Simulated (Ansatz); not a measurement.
Runs of Ansatz 0.2.0 on Si. The structure is tetragonal, space group I4/mmm (No. 139). The conventional cell has a = 6.651 Å, b = 6.651 Å, c = 3.845 Å, α = 90.00°, β = 90.00°, γ = 90.00°. Si (site symmetry m2m) is surrounded by 4 Si at 2.34 to 2.38 Å. This isn't the form of Si at room conditions, which is diamond.

| task | level | cutoff (eV) | points for each segment of the path | gap on the mesh (eV) | pressure (GPa) | V0 of scaled cells (Å³/atom) | B0 (GPa) |
| --- | --- | --- | --- | --- | --- | --- | --- |
| band structure | LDA | 420 | 14 | 0.15 | -1.8 | - | - |
| equation of state | r2SCAN | 500 | - | - | - | (a) | 89 |
| band structure | r2SCAN | 500 | 14 | (b) | 0.1 | - | - |
| equation of state | LDA | 420 | - | - | - | 20.80 | 89 |

Alike in all rows: potentials or basis Ansatz PAW; no spin polarisation; cell as given; k mesh 8 × 8 × 8; smearing fermi-dirac 0.05 eV.

Q: Estimate the missing entries.

A: (a) 21.28; (b) 0.44.

Caveats: the PAW data sets come from PBE, with cores solved anew for the run's functional, which leaves a small shift of forces and pressure (some runs); the cell was scaled at fixed shape and fractional positions, which overstates the stiffness of a crystal with free parameters, most of all of layers and chains (some runs); the PAW data sets were made with another functional, which shifts forces and pressure a little (some runs); the k mesh misses the band edges, so the gap on the mesh is wider than the one along the path (some runs).
